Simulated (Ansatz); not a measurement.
Data:

CoPt:
```yaml
crystal:
  lattice:
    - [2.69338, 0.00000, 0.00000]
    - [0.00000, 2.69338, 0.00000]
    - [0.00000, 0.00000, 3.72683]
  atoms:
    - { symbol: Pt, position: [0.50000, 0.50000, 0.50000], spin: 0.4 }
    - { symbol: Co, position: [0.00000, 0.00000, 0.00000], spin: 1.9 }
```

This is the PBE-relaxed structure. x, y and z are the axes in which the lattice vectors are written.

Q: All from DFT-PBE in the program Ansatz with PAW potentials, unless another level is named. Give the bulk modulus (Birch–Murnaghan fit).

A: 217 GPa.

Q: Give the elastic constants (relaxed ions, GPa).

A: C11 = 415, C12 = 95.0, C13 = 161, C33 = 303, C44 = 129, C66 = 66.8.

Space group P4/mmm (L1₀ or tetragonal B2). The cell was relaxed with PBE under the symmetry of its start. Spin order of the final state: ferromagnetic, chosen from 5 collinear starts compared on coarse meshes (ties went to the first, and starts can fall back to one state), not a proven ground state. Textbook magnetic order: ferromagnetic. As this level gives no gap, shear constants depend on the k-mesh and smearing (Fermi–Dirac, 0.1 eV here). On the denser mesh and wider smearing of the elastic run this cell carries a stress of 0.5 GPa. Scalar-relativistic: spin–orbit coupling is off unless named, which matters more the heavier the elements.

Potentials: the later of the program's two PAW sets.
